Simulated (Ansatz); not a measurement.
Write the native input for Ansatz 0.2.0 that does the following.

```
Task                : projected density of states
Functional          : HSE03
Potentials or basis : Ansatz PAW
Cutoff              : 420 eV (not typed: the program's choice for these potentials)
k mesh              : 6 × 6 × 4
Occupations         : methfessel-paxton, width 0.05 eV
Spin                : no spin polarisation
```

Tl:

```
Tl
1.0
     3.45600    0.00000    0.00000
    -1.72800    2.99298    0.00000
     0.00000    0.00000    5.52500
Tl
2
Direct
  0.66667 0.33333 0.75000
  0.33333 0.66667 0.25000
```

One way to write it, as run:

input.yaml

```yaml
crystal:
  lattice: { a: 3.456, b: 3.456, c: 5.525, alpha: 90.0, beta: 90.0, gamma: 120.0 }
  space_group: 194
  reduce_to_primitive: true
  atoms:
    - { symbol: Tl, wyckoff: "2c", position: [0.6666666667, 0.3333333333, 0.75] }
hamiltonian:
  xc: { exchange: pbe, correlation: pbe, exx: { coeff: 0.25, omega: 0.3 } }
  pseudopotentials: { kind: paw }
kpoints:
  mp_grid: { grid: [6, 6, 4] }
scf:
  occupations: { method: methfessel_paxton, width: 0.05 }
  n_extra_bands: 6
output:
  forces: true
  stress: true
  eigenvalues: true
  dos: { projected: true, de: 0.05 }
```

Potentials or basis: Ansatz PAW.

Run with:

```console
$ ansatz run input.yaml --threads 1 --pin off --max-ram 2560MiB --backend cpu --events-out ev --progress --plain --runs-dir out
```

It gave:

```json
{"Pressure": "2.2 GPa", "Band gap on the k mesh": "none (metal or under the smearing width)", "Density of states at the Fermi level": "0.77 states/eV per cell"}
```

Caveat: the PAW data sets come from PBE, with cores solved anew for the run's functional, which leaves a small shift of forces and pressure; the thresholds are loose for stress.

Run time: 30 s on 1 thread of INTEL(R) XEON(R) PLATINUM 8581C CPU @ 2.30GHz (Emerald Rapids), on a shared host, peak memory 1.2 GiB.
